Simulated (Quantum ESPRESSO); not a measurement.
Hf: phonons at M under several settings

```
Hf
1.0
     2.91381    0.00000    0.00000
     0.00000    2.91381    0.00000
     0.00000    0.00000    2.91381
Hf
1
Direct
  0.50000 0.50000 0.50000
```

The cell was built by a generator and needn't be a form met in nature.

All runs used Quantum ESPRESSO 7.5; k mesh 9 × 9 × 9; relaxed cell; no spin polarisation; cutoff 612 eV; occupations cold, width 0.2 eV.

```tsv
level	potentials	volume (Å³/atom)	pressure (GPa)	frequencies (cm⁻¹)
LDA	GBRV 1.5 LDA	22.56	-0.2	95i 116 116
PBE	GBRV 1.5 PBE	24.76	0.0	109i 97 97
PBEsol	GBRV 1.5 PBEsol	23.53	-0.1	101i 111 111
RPBE	GBRV 1.5 PBE	?	0.0	?
revPBE	GBRV 1.5 PBE	25.31	0.0	113i 91 91
BLYP	GBRV 1.5 PBE	25.78	0.0	113i 52 52
vdW-DF-cx	GBRV 1.5 PBE	23.29	0.0	104i 106 106
```

**Question.** What stands in the row left open?

**Answer.** Volume 25.52 Å³/atom; frequencies 115i 89 89 cm⁻¹.

Values marked i are imaginary: the cell is unstable against those modes at that level, or the meshes are too thin.

Caveats: the mesh is thin for the phonons of a metal; some modes are imaginary; the q point doesn't lie on the k mesh, which can shift a metal's frequencies strongly unless the mesh is converged; the potentials were made for another functional, which shifts forces and pressure (some runs).

For the row left open. Caveat: the mesh is thin for the phonons of a metal; the potentials were made for another functional, which shifts forces and pressure; some modes are imaginary; the q point doesn't lie on the k mesh, which can shift a metal's frequencies strongly unless the mesh is converged.
